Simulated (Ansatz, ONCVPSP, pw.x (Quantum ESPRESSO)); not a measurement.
nitrogen (N) (fcc): variants of one ONCV potential in the solid

N (Z = 7), optimised norm-conserving Vanderbilt (ONCV), made with ONCVPSP 4.0.1.1 (patched build) (PBE, scalar-relativistic). Core [He], reference 2s2 2p3. Waves: 2s: rc 0.80 bohr, ncon 3, nbas 6, qcut 9.2 1/bohr, 1 projector; 2p: rc 2.15 bohr, ncon 4, nbas 7, qcut 4.9 1/bohr, 2 projectors, debl 0.9 Ha; d scattering state at 0.39 Ha: rc 1.90 bohr, ncon 3, nbas 6, qcut 5.2 1/bohr, 2 projectors, debl 0.6 Ha. Local part: polynomial inside 0.60 bohr (lpopt 5, dvloc0 3 Ha). Core correction: none.

Crystal test: fcc N in pw.x 7.5, no spin, 18³ k-points, Fermi–Dirac smearing 0.01 Ry, cutoffs set for each file from its atomic test. The reference is all-electron LAPW (Ansatz 0.2.0) with the same functional, mesh and smearing; V0 and B0 come from Birch–Murnaghan fits to the pressures at five volumes. Errors are pseudo minus all-electron; Δ is the rms difference of the E(V) curves that follow from these fits, minima aligned, over ±6 % about the mean V0. Mesh and smearing are coarse, so the numbers serve the comparison and aren't converged zero-temperature values; the lattice is a test structure that the element need not adopt. Spin polarisation is left out.

All-electron: a0 = 3.123 Å (V0 = 7.61 Å³/atom), B0 = 177.0 GPa.

2 further variants are left out: they gave no file fit for a test, a broken result, the same result as the base, or pressures whose basis-set error rivals the error shown.

```tsv
change	cutoffs (Ry)	pw.x	a0 (Å)	a0 error (%)	B0 error (%)	Δ (meV/atom)	mean pressure error (GPa)
base	90/360	converged	3.120	-0.08	-2.1	0.8	-0.46
local potential polynomial inside 0.60 bohr (lpopt 5, dvloc0 -1.5 Ha)	90/360	converged	3.117	-0.18	-2.0	1.6	-0.96
local potential polynomial inside 0.60 bohr (lpopt 5, dvloc0 1 Ha)	90/360	converged	3.120	-0.11	-2.0	1.0	-0.59
local potential polynomial inside 0.60 bohr (lpopt 5, dvloc0 3.5 Ha)	90/360	converged	3.121	-0.08	-2.1	0.7	-0.43
```
